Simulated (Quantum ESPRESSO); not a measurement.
Crystal: GaAs.

```
As Ga
1.0
     0.00000    2.82685    2.82685
     2.82685    0.00000    2.82685
     2.82685    2.82685    0.00000
As Ga
1 1
Direct
  0.75000 0.75000 0.75000
  0.00000 0.00000 0.00000
```

```yaml
Program: Quantum ESPRESSO 7.5
Task: phonons
Functional: PBE
Potentials_or_basis: SSSP 1.3 efficiency PBE
Cutoff: 952 eV
Density_cutoff: 7619 eV
k_mesh: 6 × 6 × 6, shifted
Occupations: fermi-dirac, width 0.05 eV
Spin: no spin polarisation
Mixing_beta: 0.5
Most_SCF_iterations: 120
SCF_threshold: 4e-10 Ry
```

The first run showed a gap, so the response started from a second, tighter run with fixed occupations.

The run gives a transverse optical frequency of 269 cm⁻¹, an electronic dielectric constant of 13.78 and Born charges of ±2.14 e.

Question: What are the longitudinal frequency and the static dielectric constant?

Answer: The longitudinal mode lies at 287 cm⁻¹, 18 cm⁻¹ over the transverse one, and the static constant is 15.69. The two agree with the Lyddane-Sachs-Teller relation: (287/269)² = 1.14 and 15.69/13.78 = 1.14.

Caveat: the mesh is thin for the dielectric tensor, Born charges and intensities, which usually come out too large; the cell is more than 3 GPa from zero pressure, which shifts response properties.
